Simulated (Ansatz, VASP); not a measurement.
# Two plane-wave programs on BAs

File INCAR:

```
SYSTEM = BAs
ALGO = Normal
EDIFF = 1E-7
ENCUT = 520
GGA = PE
ISIF = 2
ISMEAR = 0
LASPH = .TRUE.
LCHARG = .FALSE.
LREAL = .FALSE.
LWAVE = .FALSE.
NBANDS = 11
NELM = 60
PREC = Accurate
SIGMA = 0.02
```

KPOINTS

```
k-points
0
G
  10 10 10
  0 0 0
```

The input POSCAR:

```
BAs
1.0
    0.0000000000      2.3553277788      2.3553277788
    2.3553277788      0.0000000000      2.3553277788
    2.3553277788      2.3553277788      0.0000000000
B As
1 1
Direct
    0.0000000000      0.0000000000      0.0000000000
    0.2500000000      0.2500000000      0.2500000000
```

Input for Ansatz:

```yaml
crystal:
  lattice:
    - [0.0, 2.3553277788, 2.3553277788]
    - [2.3553277788, 0.0, 2.3553277788]
    - [2.3553277788, 2.3553277788, 0.0]
  atoms:
    - { symbol: B, position: [0.0, 0.0, 0.0] }
    - { symbol: As, position: [0.25, 0.25, 0.25] }
basis:
  ecutwfc: 420
kpoints:
  mp_grid: { grid: [10, 10, 10] }
hamiltonian:
  xc: pbe
scf:
  occupations: { method: gaussian, width: 0.02 }
output:
  forces: true
  stress: true
  eigenvalues: true
```

Alike in both runs: task single point; functional PBE; k mesh 10 × 10 × 10; occupations gaussian, width 0.02 eV; no spin polarisation.

```csv
,VASP,Ansatz
version,VASP 6.6.1,Ansatz 0.2.0
potentials or method,"VASP PAW PBE potentials, release 64 (B, As)","scalar-relativistic, plane waves, PAW"
plane-wave cutoff (eV),520,420
valence electrons in the cell,8,18
```

Ansatz gave:

```
gap on the k mesh at the Fermi level (eV) : 1.14
least direct gap on the mesh (eV)         : 3.33
pressure (GPa)                            : 9.3
```

Task: Which values does VASP return?

Result: gap on the k mesh at the Fermi level (eV): 1.13; least direct gap on the mesh (eV): 3.33; pressure (GPa): 10.1.

The functional is the same, so the differences come from potentials, cutoffs and numerics. The two sets of potentials don't hold the same shells in valence.

A k mesh can miss the band edges. A hybrid or GW would open this gap; PBE tends to underestimate it.
